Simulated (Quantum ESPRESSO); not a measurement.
PbS under changes of volume

One of the cells (26.664 Å³/atom); the others are scaled copies at fixed shape and fractional positions:

```
CELL_PARAMETERS angstrom
2.07995 -5.99130 0.00000
2.07995 5.99130 0.00000
0.00000 0.00000 4.27932
ATOMIC_POSITIONS crystal
Pb 0.13056 0.86944 0.25000
Pb 0.86944 0.13056 0.75000
S 0.35480 0.64520 0.25000
S 0.64520 0.35480 0.75000
```

Measurements of this composition are mostly on another form, of space group No. 225.

* Program: Quantum ESPRESSO 7.5
* Functional: PBE
* Potentials or basis: SSSP 1.3 efficiency PBE
* Cutoff: 748 eV
* Density cutoff: 5987 eV
* k mesh: 7 × 7 × 6
* Occupations: fermi-dirac, width 0.05 eV
* Spin: no spin polarisation

| volume (Å³/atom) | energy over the lowest point (meV/atom) | pressure (GPa) | gap on the mesh (eV) | largest force (eV/Å) |
| --- | --- | --- | --- | --- |
| 25.064 | ? | ? | ? | ? |
| 25.597 | 17.74 | 3.5 | 1.16 | 0.360 |
| 26.130 | 7.84 | 2.2 | 1.21 | 0.221 |
| 26.664 | 2.06 | 1.1 | 1.25 | 0.126 |
| 27.197 | 0.00 | 0.0 | 1.29 | 0.050 |
| 27.730 | 1.28 | -0.9 | 1.32 | 0.140 |
| 28.263 | 5.56 | -1.8 | 1.33 | 0.246 |

Problem. What does the run at 25.064 Å³/atom give?

Solution. Energy over the lowest point 32.23 meV/atom; pressure 5.0 GPa; gap on the mesh 1.11 eV; largest force 0.509 eV/Å.

Worked out: A Birch-Murnaghan fit of order 3 (a polynomial in V^(-2/3)) to the other rows has its minimum at 27.25 Å³/atom with B0 = V·E''(V) = 51 GPa and B' = 4.4 at fixed shape and positions, which overstates the stiffness. It gives 32.23 meV/atom at 25.064 Å³/atom, against the run's 32.23, and -dE/dV = 5.1 GPa, against 5.0. A parabola through the other rows of the gap, of slope 3.17 eV per unit of ln V there, extrapolates to 1.10 eV, against the run's 1.11.

Energies are extrapolated to zero smearing.

Caveats: spin-orbit coupling is left out, which as a rule narrows the gap of such compounds by several tenths of an eV; an odd mesh through Γ misses points on the zone boundary, where band edges often lie.
